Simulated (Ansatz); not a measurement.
**TiAl: what symmetry allows forces and stress to be**

```
CELL_PARAMETERS angstrom
3.17906 0.00000 0.00000
0.00000 3.17906 0.00000
0.00000 0.00000 3.17906
ATOMIC_POSITIONS crystal
Ti 0.00000 0.00000 0.07078
Al 0.50000 0.50000 0.50000
```

Level of theory: Ansatz 0.2.0, DFT PBE, scalar-relativistic, plane waves, PAW.

Cutoff 420 eV; k points 12×12×12 on the computed 2-atom cell (Γ-centred); Gaussian smearing, width 0.10 eV; no spin polarisation.

This distorted cell has space group P4mm, with 8 operations.

Problem. Without a calculation: in which directions can each atom feel a force?

Solution. A force must be left unchanged by every operation that keeps its atom in place, so it lies in the space that those operations leave fixed. Atoms that the group maps onto each other feel forces of one size.
```csv
atom,site symmetry,operations at the site,equivalent to atom,allowed force (Cartesian)
Ti1,4mm,8,1,"along (0.00, 0.00, 1.00)"
Al2,4mm,8,2,"along (0.00, 0.00, 1.00)"
```

That leaves 2 independent force components of 6, tied by 1 condition that the forces sum to zero, so 1 remains. A relaxation in this cell that keeps the symmetry moves the atoms in these directions alone.

Problem. And the stress tensor?

Solution. It must be invariant under the point group, which leaves 2 independent components: yz, xz, xy vanish; xx = yy.

Problem. Do the computed values obey this?

Solution. Yes. Forces (eV/Å):
```
Ti1  0.000  0.000 -1.405
Al2  0.000  0.000  1.405
```

Stress (GPa, compression positive, xx yy zz yz xz xy): 3.63 3.63 1.13 0.00 0.00 0.00. The program imposes the same operations on density, forces and stress, so this confirms the analysis and is no independent test of the calculation.